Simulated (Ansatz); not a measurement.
Input and command of a calculation in Ansatz (plane waves; scalar-relativistic PAW potentials unless the input names others):

```yaml
crystal:
  lattice:
    - [2.6681638816, 0.0, 0.0]
    - [-1.3340819408, 2.3106977029, 0.0]
    - [0.0, 0.0, 8.6985594087]
  atoms:
    - { symbol: Rh, position: [0.0, 0.0, 0.0] }
    - { symbol: Rh, position: [0.3333333333, 0.6666666667, 0.25] }
    - { symbol: Rh, position: [0.0, 0.0, 0.5] }
    - { symbol: Rh, position: [0.6666666667, 0.3333333333, 0.75] }
basis:
  ecutwfc: 420
kpoints:
  mp_grid: { grid: [18, 18, 6] }
hamiltonian:
  xc: b3-lyp
scf:
  occupations: { method: fermi_dirac, width: 0.15 }
  max_iter: 50
output:
  forces: true
  eigenvalues: true
  stress: true
```

```bash
ansatz run input.yaml --threads 1 --pin off --max-ram 3072MiB --backend cpu --events-out ev --progress --plain --runs-dir out
```

What is wrong with this input?

The program refuses it, because of an unknown functional (hamiltonian.xc: "pbe" → "b3-lyp"; the functional meant is spelt b3lyp). With the sound run's settings it is accepted.

Abridged log:
```
Error: YAML parse error: error: line 16 column 7: hamiltonian.xc: unknown variant `b3-lyp`, expected one of `lda`, `lda-pw`, `pw92`, `pbe`, `pbesol`, `rpbe`, `revpbe`, `blyp`, `pbe0`, `revpbe0`, `b3lyp`, `b3lyp5`, `hse06`, `wpbeh`, `hiss`, `lc_wpbe`, `cam_b3lyp`, `hf`, `r2scan`, `r2scanh`, `r2scan0`, `r2scan50`, `mr2scan`
  --> <input>:16:7
   |
14 |   mp_grid: { grid: [18, 18, 6] }
15 | hamiltonian:
16 |   xc: b3-lyp
   |       ^ hamiltonian.xc: unknown variant `b3-lyp`, expected one of `lda`, `lda-pw`, `pw92`, `pbe`, `pbesol`, `rpbe`, `revpbe`, `blyp`, `pbe0`, `revpbe0`, `b3lyp`, `b3lyp5`, `hse06`, `wpbeh`, `hiss`, `lc_wpbe`, `cam_b3lyp`, `hf`, `r2scan`, `r2scanh`, `r2scan0`, `r2scan50`, `mr2scan`
17 | scf:
18 |   occupations: { method: fermi_dirac, width: 0.15 }
   |
```